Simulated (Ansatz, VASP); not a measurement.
Cu in VASP and in Ansatz

```
CELL_PARAMETERS angstrom
2.53410 0.00000 0.00000
-1.26705 2.19459 0.00000
0.00000 0.00000 4.15370
ATOMIC_POSITIONS crystal
Cu 0.33333 0.66667 0.25000
Cu 0.66667 0.33333 0.75000
```

Change from the starting cell: strain +0.0100 x Voigt [0, 0, 1, 0, 0, 0], atoms carried along.

Alike in both runs: task single point; functional LDA; k mesh 21 × 21 × 12; occupations gaussian, width 0.15 eV; no spin polarisation.

|  | VASP | Ansatz |
| --- | --- | --- |
| version | VASP 6.6.1 | Ansatz 0.2.0 |
| potentials or method | VASP PAW LDA potentials, release 64 (Cu) | scalar-relativistic, plane waves, PAW |
| plane-wave cutoff (eV) | 520 | 420 |
| valence electrons in the cell | 22 | 38 |

|  | VASP | Ansatz | Ansatz less VASP |
| --- | --- | --- | --- |
| gap on the k mesh at the Fermi level (eV) | none | none | - |
| pressure (GPa) | -8.6 | -9.5 | -0.88 |
| largest component of the traceless stress (GPa) | 0.71 | 0.75 | +0.033 |

A gap of «none» marks a metal or a gap that the smearing closes. The two sets of potentials don't hold the same shells in valence.
